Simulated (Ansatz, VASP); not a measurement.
One calculation of Rb, two programs

```
Rb
1.0
    -2.83528    2.83528    2.83528
     2.83528   -2.83528    2.83528
     2.83528    2.83528   -2.83528
Rb
1
Direct
  0.00000 0.00000 0.00000
```

Alike in both runs: functional PBE; k mesh 10 × 10 × 10; occupations gaussian, width 0.1 eV; no spin polarisation.

Ansatz relaxed the structure, and its values are those at the end. VASP's run is a single point on that final structure, the one shown.

|  | VASP | Ansatz |
| --- | --- | --- |
| version | VASP 6.6.1 | Ansatz 0.2.0 |
| potentials or method | VASP PAW PBE potentials, release 64 (Rb_sv) | scalar-relativistic, plane waves, PAW |
| plane-wave cutoff (eV) | 520 | 420 |
| valence electrons in the cell | 9 | 9 |

```tsv
	VASP	Ansatz	Ansatz less VASP
gap on the k mesh at the Fermi level (eV)	none	none	-
pressure (GPa)	0.0	0.0	0.00
```

A gap of «none» marks a metal or a gap that the smearing closes. The functional is the same, so the differences come from potentials, cutoffs and numerics.
